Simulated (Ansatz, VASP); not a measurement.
## B in VASP and in Ansatz

File INCAR:

```
SYSTEM = B
ALGO     = Normal         ! electronic algorithm
EDIFF    = 1E-6           ! SCF threshold, eV
EDIFFG   = -0.005         ! ionic threshold
ENCUT    = 600            ! plane-wave cutoff, eV
GGA      = PE             ! functional
IBRION   = 2              ! ionic algorithm
ISIF     = 3              ! what is computed and relaxed
ISMEAR   = -1             ! smearing method
LASPH    = .True.         ! aspherical terms in the spheres
LCHARG   = .False.        ! write CHGCAR
LREAL    = .False.        ! projectors in reciprocal space
LWAVE    = .False.        ! write WAVECAR
NELM     = 80             ! most SCF steps
NSW      = 60             ! ionic steps
PREC     = Accurate       ! precision mode
SIGMA    = 0.08           ! smearing width, eV
```

File KPOINTS:

```
k-points
0
Gamma
  23 23 23
  0 0 0
```

Contents of POSCAR:

```
B
1.0
    0.0000000000      1.4812480342      1.4812480342
    1.4812480342      0.0000000000      1.4812480342
    1.4812480342      1.4812480342      0.0000000000
B
1
Direct
    0.0000000000      0.0000000000      0.0000000000
```

Input for Ansatz:

```yaml
crystal:
  lattice:
    - [0.0, 1.4812480342, 1.4812480342]
    - [1.4812480342, 0.0, 1.4812480342]
    - [1.4812480342, 1.4812480342, 0.0]
  atoms:
    - { symbol: B, position: [0.0, 0.0, 0.0] }
kpoints:
  mp_grid: { grid: [23, 23, 23] }
scf:
  occupations: { method: fermi_dirac, width: 0.08 }
hamiltonian:
  xc: pbe
  pseudopotentials: { kind: paw }
output:
  forces: true
  stress: true
  write_density: true
  write_potential: true
  elf: true
  volumetric_format: npy
relax:
  f_tol: 0.005
  max_steps: 40
  cell: {}
```

Alike in both runs: task relaxation of cell and atoms; functional PBE; k mesh 23 × 23 × 23; occupations fermi-dirac, width 0.08 eV; no spin polarisation.

```csv
,VASP,Ansatz
version,VASP 6.6.1,Ansatz 0.2.0
potentials or method,"VASP PAW PBE potentials, release 64 (B)","PAW with Ansatz's default frozen-core files, scalar-relativistic"
plane-wave cutoff (eV),600,420
valence electrons in the cell,3,3
```

|  | VASP | Ansatz | Ansatz less VASP |
| --- | --- | --- | --- |
| relaxed volume (Å³/atom) | 5.89 | 5.89 | +0.002 |
| relaxed cell length with the largest relative difference (Å) | 2.027 | 2.027 | +0.0002 |
| energy change over the relaxation (meV/atom) | -46 | -46 | +0.2 |
